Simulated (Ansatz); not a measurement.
The system is SnSe2.

```xyz
3
Lattice="3.8110 0.0000 0.0000 -1.9055 3.3004 0.0000 0.0000 0.0000 6.1360" Properties=species:S:1:pos:R:3 pbc="T T T"
Sn    0.0000    0.0000    0.0000
Se    1.9055    1.1001    4.6081
Se    0.0000    2.2003    1.5279
```

- Program: Ansatz 0.2.0
- Task: relaxation of cell and atoms
- Functional: PBE
- Dispersion: D4
- Potentials or basis: Ansatz PAW
- Cutoff: 420 eV (not typed: the program's choice for these potentials)
- k mesh: 8 × 8 × 5
- Occupations: fermi-dirac, width 0.05 eV
- Spin: no spin polarisation

At the start: volume 25.73 Å³/atom.

Q: How do energy, volume and symmetry change on relaxing?

A: It ends after 5 steps and the volume is 25.55 Å³/atom (-0.7 %); space group P-3m1 (No. 164, to 0.05 Å).

The path:
| step | energy change (eV) | largest force (eV/Å) | volume (Å³) |
| --- | --- | --- | --- |
| 1 | 0.0000 | 0.7991 | 77.18 |
| 2 | -0.0627 | 0.0896 | 77.35 |
| 3 | -0.0644 | 0.0101 | 76.77 |
| 4 | -0.0646 | 0.0062 | 76.66 |
| 5 | -0.0645 | 0.0062 | 76.66 |

Final structure:
```
CELL_PARAMETERS angstrom
3.83721 0.00000 0.00000
-1.91860 3.32312 0.00000
0.00000 0.00000 6.01205
ATOMIC_POSITIONS crystal
Sn 0.00000 0.00000 0.00000
Se 0.66667 0.33333 0.73498
Se 0.33333 0.66667 0.26502
```

Caveat: the plane-wave basis is chosen anew once the cell has moved, so the energies of steps on either side of that aren't comparable.
